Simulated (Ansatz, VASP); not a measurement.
CaS (Oldhamite) in VASP and in Ansatz

```xyz
2
Lattice="0.0000 2.8560 2.8560 2.8560 0.0000 2.8560 2.8560 2.8560 0.0000" Properties=species:S:1:pos:R:3 pbc="T T T"
Ca    0.0000    0.0000    0.0000
S     2.8560    2.8560    2.8560
```

Alike in both runs: functional PBE; k mesh 8 × 8 × 8; occupations gaussian, width 0.02 eV; no spin polarisation.

Ansatz relaxed the structure, and its values are those at the end. VASP's run is a single point on that final structure, the one shown.

|  | VASP | Ansatz |
| --- | --- | --- |
| version | VASP 6.6.1 | Ansatz 0.2.0 |
| potentials or method | VASP PAW PBE potentials, release 64 (Ca_sv, S) | scalar-relativistic, plane waves, PAW |
| plane-wave cutoff (eV) | 520 | 420 |
| valence electrons in the cell | 16 | 16 |

```csv
,VASP,Ansatz,Ansatz less VASP
gap on the k mesh at the Fermi level (eV),2.38,2.38,+0.005
least direct gap on the mesh (eV),3.18,3.18,+0.005
pressure (GPa),0.1,0.0,-0.15
```

With one functional, cell and mesh, what is left measures potentials, basis and numerics.

A k mesh can miss the band edges.
